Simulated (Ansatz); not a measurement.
Input of an Ansatz 0.2.0 run:

The input input.yaml:

```yaml
crystal:
  lattice:
    - [0.0, 1.9609, 1.9609]
    - [1.9609, 0.0, 1.9609]
    - [1.9609, 1.9609, 0.0]
  atoms:
    - { symbol: Pt, position: [0.0, 0.0, 0.0] }
hamiltonian:
  xc: pbesol
  pseudopotentials: { kind: paw }
kpoints:
  mp_grid: { grid: [12, 12, 12] }
  band_path:
    path:
      - [[0.0, 0.0, 0.0], [0.5, 0.0, 0.5], [0.5, 0.25, 0.75], [0.375, 0.375, 0.75], [0.0, 0.0, 0.0], [0.5, 0.5, 0.5], [0.625, 0.25, 0.625], [0.5, 0.25, 0.75], [0.5, 0.5, 0.5], [0.375, 0.375, 0.75]]
      - [[0.625, 0.25, 0.625], [0.5, 0.0, 0.5]]
    npoints: 14
scf:
  occupations: { method: fermi_dirac, width: 0.05 }
  n_extra_bands: 6
output:
  forces: true
  stress: true
  eigenvalues: true
  fatbands: true
```

Potentials or basis: Ansatz PAW.

Run with:

```sh
$ ansatz run input.yaml --threads 2 --pin off --max-ram 5632MiB --backend cpu --events-out ev --progress --plain --runs-dir out
```

(1) Estimate the band gap on the k mesh.

(2) Predict the pressure.

Answers

(1) none (metal or under the smearing width).

(2) -0.6 GPa.

Caveat: spin-orbit coupling is left out, which moves the levels of the heavy elements; the PAW data sets come from PBE, with cores solved anew for the run's functional, which leaves a small shift of forces and pressure.
